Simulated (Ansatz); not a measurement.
# 1T-CrSTe monolayer in a perpendicular field, part 2 of 3

Aim: how the 1T-CrSTe monolayer screens a field along its normal, and what the field does to its bands. A positive field points along +c.

Ansatz 0.2.0; plane-wave DFT, LDA+U, Ansatz PAW.

So far. Step 2 (Relaxing the slab): The lattice constant a goes from 3.365 to 3.389 Å.

## Step 3: Atoms held, field 0

A sawtooth potential applies the field, turning back in the middle of the vacuum. With the dipole correction the typed value is the field outside the slab. The induced dipole is small, so the SCF threshold is tight.

The cell differs from the one that the last finished run ended in (c 37.174 → 21.248 Å).

File input.yaml:

```yaml
crystal:
  lattice:
    - [3.3894073196, 0.0, 0.0]
    - [-1.6947036598, 2.9353128426, 0.0]
    - [0.0, 0.0, 21.2479305189]
  atoms:
    - { symbol: Te, position: [0.6666666667, 0.3333333333, 0.4235706622], spin: -0.13 }
    - { symbol: Cr, position: [0.0, 0.0, 0.5183865744], spin: 2.94 }
    - { symbol: S, position: [0.3333333333, 0.6666666667, 0.5764293378], spin: -0.25 }
magnetization:
  spin_polarized: true
kpoints:
  mp_grid: { grid: [18, 18, 1] }
  band_path:
    path: [[0, 0, 0], [0.5, 0, 0], [0.33333333, 0.33333333, 0], [0, 0, 0]]
    npoints: 16
hamiltonian:
  xc: lda
  hubbard: { sites: [{ species: Cr, l: d, u_eff: 4.0 }] }
scf:
  occupations: { method: fermi_dirac, width: 0.02585 }
  convergence: { dr2_threshold: 1.0e-10 }
efield:
  axis: 3
  dipole_correction: true
  ramp_position: 0.97
  ramp_width: 0.06
  amplitude: 0
output:
  dos: { projected: true, e_range: [-6, 5] }
  bader: true
  write_potential: true
  write_density: true
  volumetric_format: npy
  elf: true
```

Run with:

```bash
$ ansatz run input.yaml --threads 4 --pin off --max-ram 6144MiB --backend cpu --events-out ev --progress --plain --runs-dir out
```

Numbers of over 12 decimals in the logs are rounded to 6 here.

Output:

```text
[...]
Crystal: 3 atoms, lattice volume = 211.395 Å³
Basis set: ecut = 420 eV, 4163 PW (Γ)
Bands: 24, of which v1, the nominal top of the filled ones, is band 18 counted from 1 (17 counted from 0)
Symmetry: 6 space group operations
k-points: 37 of 324 (time reversal used)
[...]
Starting moments: Σ|m| = 3.32 μB on 3 of 3 sites
[...]
SCF iter   1: F=—  HF=-11018.891037 eV  |F-HF|=—  |Δ(HF+E_count)|=         —  Δρ=3.97e-2 (↑3.97e-2 ↓2.23e-2)  dr2=9.16e0  dr2_m=3.57e-1  M=2.686 μB ∫|m|=3.361 μB  β_m=0.30  ethr=3.10e-3  p=0.000 e·Å  D=1.14e-7 V/Å  ΔV_dip=-0.00 eV  dr2_dipole=1.07e-1  V_vac-E_F(+/−)=5.52/5.52 eV  ⟨swp⟩=11.0  Hψ=11044  notcnv=0
efield: sawtooth ramp at fractional position 0.9700 (set: `efield.ramp_position`, or a place that a band, a saddle search or an elastic batch's reference lends), width 0.0600; the density the first Hamiltonian is built on has a dipole p = 0.000 e·Å; the dipole correction subtracts the counter field D = 1.14e-7 V/Å, which shifts the + side's vacuum level by -0.00 eV against the − side's; the planar-averaged density in the ramp window peaks in size at 5.4e-6 e/Å³
[...]
SCF iter   2: F=—  HF=-11017.811492 eV  |F-HF|=—  |Δ(HF+E_count)|=    1.08e0  Δρ=1.21e-2 (↑1.21e-2 ↓1.21e-2)  dr2=2.12e0  dr2_m=1.78e-1  M=3.015 μB ∫|m|=3.810 μB  β_m=1.00  ethr=3.10e-3  p=-0.000 e·Å  D=-3.27e-8 V/Å  ΔV_dip=0.00 eV  dr2_dipole=4.28e-1  V_vac-E_F(+/−)=6.02/6.02 eV  ⟨swp⟩=3.2  Hψ=4408  notcnv=0  defer=85  κ⁻¹=1.0e0(r=1)
[...]
SCF iter   8: F=—  HF=-11017.834083 eV  |F-HF|=—  |Δ(HF+E_count)|=   1.01e-2  Δρ=2.13e-4 (↑2.13e-4 ↓1.57e-4)  dr2=1.85e-3  dr2_m=9.67e-6  M=2.912 μB ∫|m|=3.965 μB  β_m=1.20  ethr=1.31e-6  p=-0.068 e·Å  D=-5.79e-2 V/Å  ΔV_dip=1.23 eV  dr2_dipole=5.26e-4  V_vac-E_F(+/−)=6.18/4.95 eV  ⟨swp⟩=3.2  Hψ=3182  notcnv=0  defer=67  κ⁻¹=1.0e0(r=1)
density mixer auto → broyden: gapped, with few screened modes (density of states about μ 0.57 of a free-electron gas's, 12 screened modes)
SCF iter   9: F=—  HF=-11017.838582 eV  |F-HF|=—  |Δ(HF+E_count)|=   4.50e-3  Δρ=3.67e-4 (↑3.67e-4 ↓1.79e-4)  dr2=5.81e-3  dr2_m=3.44e-5  M=2.922 μB ∫|m|=3.963 μB  β_m=1.20  ethr=1.31e-6  p=-0.060 e·Å  D=-5.13e-2 V/Å  ΔV_dip=1.09 eV  dr2_dipole=1.63e-3  V_vac-E_F(+/−)=6.10/5.01 eV  ⟨swp⟩=3.3  Hψ=3736  notcnv=0  defer=67  κ⁻¹=3.9e-2(r=2)
[...]
SCF iter  21: F=-11017.845446 eV  HF=-11017.845446 eV  |F-HF|=1.27e-11  |Δ(HF+E_count)|=   5.12e-9  Δρ=2.42e-8 (↑2.42e-8 ↓2.08e-8)  dr2=3.11e-12  dr2_m=1.60e-13  M=2.916 μB ∫|m|=3.934 μB  ethr=1.00e-12  p=-0.066 e·Å  D=-5.67e-2 V/Å  ΔV_dip=1.20 eV  dr2_dipole=4.51e-15  V_vac-E_F(+/−)=6.18/4.97 eV  ⟨swp⟩=1.4  Hψ=4093  notcnv=0
SCF 1 converged in 21 iterations: F = -11017.845446 eV  dr2 = 3.11e-12
[...]
this state was not tested for a lower state beside it, because the mixer in use, unlike msr1, does not test its closes by its own steps (another_mixer; see scf.mixing.algorithm and scf.lower_state_search)
NSCF: frozen V_eff on 49 k-points
efield: sawtooth ramp at fractional position 0.9700 (kept from the solve that this one continues, or follows in the run), width 0.0600; the density the first Hamiltonian is built on has a dipole p = -0.066 e·Å; the dipole correction subtracts the counter field D = -5.67e-2 V/Å, which shifts the + side's vacuum level by +1.20 eV against the − side's; the planar-averaged density in the ramp window peaks in size at 5.2e-6 e/Å³
SCF converged after 21 iterations
Magnetization: 2.9163 μB (19.4581 up, 16.5419 down)
Absolute magnetization: 3.9345 μB (∫|ρ↑−ρ↓|, with the PAW one-centre terms)
[...]
Per-site moments (μB) at R_I (Å): [(-0.116133, 1.158541), (2.942962, 0.954147), (-0.246737, 0.954147)]
Free energy (F): -11017.845446 eV
[...]
Internal energy: -11017.843618 eV  (E = F + TS)
E sigma→0 (E₀):  -11017.844532 eV
Entropy (-TS):   -0.001828 eV (-0.609 meV/atom)
Fermi energy:    -0.972263 eV
Dipole field:    D = -0.056671 V/Å  (p = -0.066205 e·Å, saw-weighted, corrected)
Work function:   Φ+ = 6.1783 eV   Φ− = 4.9741 eV
Levels:          The Fermi level and band energies are counted from a zero that moves with the ramp; work functions are not
[...]
--- Band table (eV; the first three rows and the last of 74) ---
  k-point 0 ↑: bands = [... 14 lower, -4.2597, -3.6142, -3.6142, -1.6147, 0.6329, 0.6329, 2.2308, 2.2308, ... 2 higher]
  k-point 1 ↑: bands = [... 14 lower, -4.2509, -3.6336, -3.5887, -1.6219, 0.4562, 0.5953, 1.8913, 2.1496, ... 2 higher]
  k-point 2 ↑: bands = [... 14 lower, -4.2463, -3.6864, -3.5333, -1.6672, -0.0034, 0.4759, 1.1695, 1.9490, ... 2 higher]
  k-point 36 ↓: bands = [... 14 lower, -4.1913, -2.8901, -2.6726, 1.7396, 2.1809, 2.5980, 3.2694, 3.5139, ... 2 higher]
Occupation matrices written to <dir>
--- Bader charges: 3 sites ---
  site symbol  charge [e]  shift [e]    m [muB]
     0     Te     -0.3315     0.0010    -0.1266
     1     Cr      1.0262     0.0004     3.2815
     2      S     -0.6947     0.0014    -0.2386
  estimated error of the sums over rays = 3.8e-4 e
```

Run time: 25 s. Hardware: 4 threads of Arm Neoverse V2, shared host; peak memory 0.81 GiB; 96 s of CPU time.

The column dr2 measures how far the density is from self-consistency, as an energy; F and HF (Harris–Foulkes) agree once it is small.

Numbers from this step:

| Property | Result |
| --- | --- |
| energy at zero smearing | -11017.8445 eV |
| total moment | 2.916 μB |
| site moments | -0.1161, 2.943, -0.2467 μB |
| work function, upper face | 6.178 eV |
| work function, lower face | 4.974 eV |
| dipole along the normal | -0.06621 e·Å |
| step between the vacuum levels | 1.204 eV |

Running mean over a fixed 2.5 Å (it still follows the layers) of the planar mean; the ramp of the sawtooth is left out. Table of electron's electrostatic potential energy less the Fermi level by z:

```
z (Å)  electron's electrostatic potential energy less the Fermi level (eV)
  3.0                                                                 4.97
  3.5                                                                 4.97
  4.0                                                                 4.97
  4.5                                                                 4.97
  5.0                                                                 4.97
  5.5                                                                 4.96
  6.0                                                                 4.90
  6.5                                                                 4.67
  7.0                                                                 3.72
  7.5                                                                 2.11
  8.0                                                                 1.01
  8.5                                                               -0.677
  9.0                                                                -1.95
  9.5                                                                -3.10
 10.0                                                                -4.18
 10.5                                                                -5.67
 11.0                                                                -6.38
 11.5                                                                -6.86
 12.0                                                                -5.49
 12.5                                                                -2.75
 13.0                                                               0.0616
 13.5                                                                 2.74
 14.0                                                                 4.97
 14.5                                                                 5.93
 15.0                                                                 6.13
 15.5                                                                 6.17
 16.0                                                                 6.18
 16.5                                                                 6.18
 17.0                                                                 6.18
 17.5                                                                 6.18
 18.0                                                                 6.18
```

The density of states has structure finer than the step of the table below, so its rows give means over 0.2 eV, whole bins alone (the curve runs from -6 to 1.99 eV). Peaks (eV: height): total -3.49: 6.84, -3.27: 6.64, -2.80: 9.04, -2.31: 4.92, -2.00: 10.3, -1.59: 8.10, 1.64: 5.08; up -4.90: 3.91, -3.49: 6.37, -3.27: 6.04, -2.80: 7.21, -2.00: 7.88, 0.70: 3.87, 1.64: 4.94; down -3.88: 2.24, -2.91: 1.87, -1.97: 2.57, -1.84: 2.75, -1.59: 6.70.

The density of states by energy, zero at the Fermi level; means over each step; values in states/eV a cell:

```
energy (eV)  total     up   down
       -5.8  0.462  0.462      0
       -5.6  0.636  0.636      0
       -5.4   1.20   1.01  0.194
       -5.2   1.54   1.20  0.340
       -5.0   2.48   2.11  0.368
       -4.8   1.62   1.21  0.413
       -4.6   2.47   1.63  0.840
       -4.4   2.71   1.26   1.45
       -4.2   3.15   1.55   1.60
       -4.0   3.19   1.57   1.62
       -3.8   1.65  0.750  0.901
       -3.6   3.32   2.92  0.403
       -3.4   2.76   2.07  0.690
       -3.2   1.68   1.13  0.554
       -3.0   1.44  0.574  0.863
       -2.8   5.97   4.35   1.61
       -2.6   3.65   2.24   1.41
       -2.4   3.34   1.92   1.42
       -2.2   2.23  0.935   1.30
       -2.0   4.53   2.45   2.07
       -1.8   3.34   1.25   2.09
       -1.6   5.06   1.41   3.65
       -1.4   2.85   1.36   1.49
       -1.2   1.75   1.37  0.383
       -1.0   1.35  0.991  0.357
       -0.8   1.32  0.985  0.338
       -0.6   1.27  0.933  0.336
       -0.4   1.14  0.776  0.359
       -0.2   1.08  0.581  0.498
        0.0  0.946  0.490  0.455
        0.2  0.783  0.445  0.338
        0.4  0.710  0.418  0.291
        0.6  0.909  0.655  0.254
        0.8   1.66   1.43  0.228
        1.0   1.14  0.930  0.206
        1.2   2.08   1.90  0.179
        1.4   1.27   1.11  0.164
        1.6   2.33   2.19  0.139
        1.8   1.12   1.00  0.123
```

Projected DOS per atom over height of the atomic layer and energy from the Fermi level. Layers: Te Cr S from below.

Ten even steps from '_' (0.11 states/eV) to '@' (1.66 states/eV), each cell a mean:
```
::::..
::--::
::--::
......
::____
--____
--____
--__..
--..::
##--%%
****@@
::**##
++@@**
**@@++
..==--
::@@==
==**##
==++++
==--::
::==::
..::..
______
```
Columns: height of the atomic layer (Å) from 9 to 12.2 (not evenly spaced); rows upwards: energy from the Fermi level (eV) from -5.96 to 1.96.

Projected DOS per atom, spin up over height of the atomic layer and energy from the Fermi level. Layers: Te Cr S from below.

Ten even steps from '_' (0.07 states/eV) to '@' (1.50 states/eV), each cell a mean:
```
::::::
::----
..----
__::::
______
..____
::____
..__::
....::
::::--
..==::
..++..
--%%..
==@@..
..==__
..@@==
__++::
..==..
::--..
..==::
__::..
______
```
Columns: height of the atomic layer (Å) from 9 to 12.2 (not evenly spaced); rows upwards: energy from the Fermi level (eV) from -5.96 to 1.96.

Projected DOS per atom, spin down over height of the atomic layer and energy from the Fermi level. Layers: Te Cr S from below.

Ten even steps from '_' (0.00 states/eV) to '@' (1.07 states/eV), each cell a mean:
```
______
______
..____
..____
::____
--____
::____
::____
::____
%%::%%
##==@@
::::@@
--..##
--..**
..__--
::__..
++::##
++..**
--__..
::____
______
______
```
Columns: height of the atomic layer (Å) from 9 to 12.2 (not evenly spaced); rows upwards: energy from the Fermi level (eV) from -5.96 to 1.96.

Deep bands are left out, so band numbers here count from the lowest band kept and differ from the log's. Electronic bands along the path, in eV, zero at the Fermi level; # counts the bands kept:

```
  point  up #7  up #8  up #9  up #10  down #3  down #4  down #5  down #6
      Γ  -0.64   1.61   1.61    3.20    -1.59    -1.59     2.11     2.11
halfway  -1.23  -0.63   0.77    1.13    -2.07    -1.77    -1.47     0.73
      M  -2.00  -1.33  -0.39    1.42    -2.22    -1.97    -1.88    -0.06
halfway  -1.98  -1.78  -0.92    0.94    -2.65    -2.23    -1.86    -1.62
      K  -2.24  -1.50  -1.45    0.70    -3.90    -3.22    -1.92    -1.70
halfway  -1.37  -1.05   0.19    1.25    -2.44    -2.07    -1.39    -0.43
      Γ  -0.64   1.61   1.61    3.20    -1.59    -1.59     2.11     2.11
```

Spin density in the ca plane at fractional y = 0.000, with atoms of Cr within 0.2 Å of it.

Ten even steps from '0' (0.0 e/Å³) to '9' (4.1 e/Å³), each cell a mean:
```
00000000000000000000000156300000000000000000
00000000000000000000000011000000000000000000
00000000000000000000000000000000000000000000
00000000000000000000000000000000000000000000
00000000000000000000000000000000000000000000
00000000000000000000000000000000000000000000
00000000000000000000000000000000000000000000
00000000000000000000000124100000000000000000
00000000000000000000000279410000000000000000
```
Columns run along c (16.0 Å, from fractional 0.09 to 0.85 of the cell), rows up along a (3.4 Å). Atoms in or near the plane, at fractional coordinates: Cr at (0.52, 0.00).

Valence density in the ca plane at fractional y = 0.000, with atoms of Cr within 0.2 Å of it. It is the smooth field of the valence electrons, not physical close to the nuclei.

Ten steps, logarithmic in the rise over the least value, from '0' (0 e/Å³) to '9' (19 e/Å³), each cell a mean:
```
00000000000000000001112589731000000000000000
00000000000000000011111355421100000000000000
00000000000000000122211122222110000000000000
00000000000000001122221111222210000000000000
00000000000000001122221111122210000000000000
00000000000000000122221111222210000000000000
00000000000000000111111234321110000000000000
00000000000000000011112477631100000000000000
00000000000000000001112699841000000000000000
```
Columns run along c (16.0 Å, from fractional 0.09 to 0.85 of the cell), rows up along a (3.4 Å). Atoms in or near the plane, at fractional coordinates: Cr at (0.52, 0.00).

Electrostatic potential energy in the ca plane at fractional y = 0.000, with atoms of Cr within 0.2 Å of it. With pseudopotentials it is smooth inside the atoms' cores, unlike the true potential.

Values in eV, 5 rows by 16 columns, each cell a mean:
```
  4   4   4   4   3   1  -7 -30 -12   3   5   5   5   5   5   5
  4   4   4   4   1  -8  -2  -6  -3   2   5   5   5   5   5   5
  4   4   4   4   0 -15  -3   0  -3   0   5   5   5   5   5   5
  4   4   4   4   2  -4  -3 -14  -4   3   5   5   5   5   5   5
  4   4   4   4   3   1  -9 -31 -14   4   5   5   5   5   5   5
```
Columns run along c (16.0 Å, from fractional 0.17 to 0.92 of the cell; values clipped at the 3rd and 97th percentile), rows up along a (3.4 Å). Atoms in or near the plane, at fractional coordinates: Cr at (0.52, 0.00).

The work function of the upper face is 6.18 eV.

## Step 4: Single point, field 0.05 V/Å

Edit input.yaml of step 3 so:

```diff
@@ -27,6 +27,4 @@
   ramp_width: 0.06
-  amplitude: 0
+  amplitude: 0.05
 output:
-  dos: { projected: true, e_range: [-6, 5] }
-  bader: true
   write_potential: true
@@ -34,2 +32 @@
   volumetric_format: npy
-  elf: true
```

Output:

```text
[...]
Crystal: 3 atoms, lattice volume = 211.395 Å³
Basis set: ecut = 420 eV, 4163 PW (Γ)
Bands: 24, of which v1, the nominal top of the filled ones, is band 18 counted from 1 (17 counted from 0)
Symmetry: 6 space group operations
k-points: 37 of 324 (time reversal used)
[...]
Starting moments: Σ|m| = 3.32 μB on 3 of 3 sites
[...]
k-point 1 ↑: bands = [... 14 lower, -4.2628, -3.6403, -3.5958, -1.6228, 0.4508, 0.5898, 1.8826, 2.1408, ... 2 higher]
  k-point 2 ↑: bands = [... 14 lower, -4.2569, -3.6932, -3.5411, -1.6691, -0.0093, 0.4701, 1.1618, 1.9404, ... 2 higher]
  k-point 36 ↓: bands = [... 14 lower, -4.1966, -2.8923, -2.6846, 1.7313, 2.1727, 2.5915, 3.2633, 3.5091, ... 2 higher]
Occupation matrices written to <dir>
[key lines of the parts left out:]
SCF converged after 21 iterations
Magnetization: 2.9154 μB (19.4577 up, 16.5423 down)
Free energy (F): -11017.842521 eV
Fermi energy:    -0.980155 eV
Dipole field:    D = -0.043491 V/Å  (p = -0.050808 e·Å, saw-weighted, corrected)
```

Elapsed: 20 s, on 4 threads; peak memory 0.81 GiB; 77 s of CPU time.

The dipole is -0.0508 e·Å, 0.0154 e·Å from its value without field.

## Step 5: Single point, field -0.05 V/Å

Edit input.yaml of step 4 so:

```diff
@@ -27,3 +27,3 @@
   ramp_width: 0.06
-  amplitude: 0.05
+  amplitude: -0.05
 output:
```

Output:

```text
[...]
Crystal: 3 atoms, lattice volume = 211.395 Å³
Basis set: ecut = 420 eV, 4163 PW (Γ)
Bands: 24, of which v1, the nominal top of the filled ones, is band 18 counted from 1 (17 counted from 0)
Symmetry: 6 space group operations
k-points: 37 of 324 (time reversal used)
[...]
Starting moments: Σ|m| = 3.32 μB on 3 of 3 sites
[...]
k-point 1 ↑: bands = [... 14 lower, -4.2392, -3.6271, -3.5818, -1.6212, 0.4615, 0.6006, 1.8998, 2.1583, ... 2 higher]
  k-point 2 ↑: bands = [... 14 lower, -4.2359, -3.6800, -3.5257, -1.6655, 0.0023, 0.4814, 1.1770, 1.9574, ... 2 higher]
  k-point 36 ↓: bands = [... 14 lower, -4.1862, -2.8882, -2.6607, 1.7476, 2.1889, 2.6043, 3.2752, 3.5184, ... 2 higher]
Occupation matrices written to <dir>
[key lines of the parts left out:]
SCF converged after 21 iterations
Magnetization: 2.9171 μB (19.4586 up, 16.5414 down)
Free energy (F): -11017.849141 eV
Fermi energy:    -0.964564 eV
Dipole field:    D = -0.069844 V/Å  (p = -0.081595 e·Å, saw-weighted, corrected)
```

It took 20 s on 4 threads; peak memory 0.82 GiB; 77 s of CPU time.

The dipole is -0.0816 e·Å, -0.0154 e·Å from its value without field.

## Step 6: Atoms held, field 0.1 V/Å

Edit input.yaml of step 5 so:

```diff
@@ -25,5 +25,5 @@
   dipole_correction: true
-  ramp_position: 0.97
-  ramp_width: 0.06
-  amplitude: -0.05
+  ramp_position: 0.9412
+  ramp_width: 0.1021
+  amplitude: 0.1
 output:
```

Output:

```text
[...]
Crystal: 3 atoms, lattice volume = 211.395 Å³
Basis set: ecut = 420 eV, 4163 PW (Γ)
Bands: 24, of which v1, the nominal top of the filled ones, is band 18 counted from 1 (17 counted from 0)
Symmetry: 6 space group operations
k-points: 37 of 324 (time reversal used)
[...]
Starting moments: Σ|m| = 3.32 μB on 3 of 3 sites
[...]
k-point 1 ↑: bands = [... 14 lower, -4.2536, -3.6258, -3.5816, -1.6025, 0.4665, 0.6055, 1.8951, 2.1532, ... 2 higher]
  k-point 2 ↑: bands = [... 14 lower, -4.2463, -3.6786, -3.5277, -1.6498, 0.0060, 0.4855, 1.1753, 1.9530, ... 2 higher]
  k-point 36 ↓: bands = [... 14 lower, -4.1806, -2.8731, -2.6754, 1.7443, 2.1858, 2.6062, 3.2785, 3.5256, ... 2 higher]
Occupation matrices written to <dir>
[key lines of the parts left out:]
SCF converged after 21 iterations
Magnetization: 2.9146 μB (19.4573 up, 16.5427 down)
Free energy (F): -11017.840366 eV
Fermi energy:    -0.966784 eV
Dipole field:    D = -0.030303 V/Å  (p = -0.035402 e·Å, saw-weighted, corrected)
```

The job ended after 20 s (4 threads; peak memory 0.81 GiB).

The dipole is -0.0354 e·Å, 0.0308 e·Å from its value without field.

[end of part 2 of 3]

[Logs are printed without paths, hosts, clocks, repeated set-up lines and the standing remarks that a program may print on its own settings, such as how far it seeks lower states.]

[Hosts, paths, dates, database ids (printed as entryN), source tags and the programs' standing remarks are cut or masked in the printed files.]

[Maps of the electrostatic potential energy from Ansatz leave out the sawtooth potential of an applied field or a dipole correction, so their vacuum need not be flat; planar profiles and work functions include it.]

[The density of states shown here was stored with 400 of the rows of the run's finer table, so its peaks can read low, often by over a quarter, or be missed, and its means over a window can be off by a tenth or more.]
